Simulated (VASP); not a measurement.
CaO, 2 atoms in the cell. It takes space group Pm-3m (No. 221, cubic). The conventional cell has a = 2.693 Å, b = 2.693 Å, c = 2.693 Å, α = 90.00°, β = 90.00°, γ = 90.00°. Around Ca (site symmetry m-3m) lie 8 O at 2.33 Å. O (site symmetry m-3m) is surrounded by 8 Ca at 2.33 Å. The cell was built by a generator and needn't be a form met in nature.

* Program: VASP 6.6.1
* Task: relaxation of cell and atoms
* Functional: PBE
* Potentials or basis: VASP PAW PBE potentials, release 64 (Ca_sv, O)
* Cutoff: 520 eV
* k mesh: 8 × 8 × 8
* Occupations: gaussian, width 0.1 eV
* Spin: no spin polarisation
* Target pressure: 75 GPa
* Further INCAR settings: ALGO = Fast; EDIFF = 1e-07; IBRION = 2; EDIFFG = -0.002; NSW = 80; ISIF = 3
* Target pressure: 75 GPa

Potentials or basis: VASP PAW PBE potentials, release 64 (Ca_sv, O).

Launch:

```sh
$ cat potpaw_PBE.64/Ca_sv/POTCAR potpaw_PBE.64/O/POTCAR > POTCAR
$ mpirun -np 1 vasp_std > vasp.out
```

Hardware: 1 thread of Intel(R) Xeon(R) Platinum 8488C (Sapphire Rapids) (shared host).

Task: Estimate the wall time of this run.

Result: Run time: 38 s on 1 thread of Intel(R) Xeon(R) Platinum 8488C (Sapphire Rapids), on a shared host, peak memory 0.13 GiB. Counts: scf iterations 110, k points 35, ion steps 7.
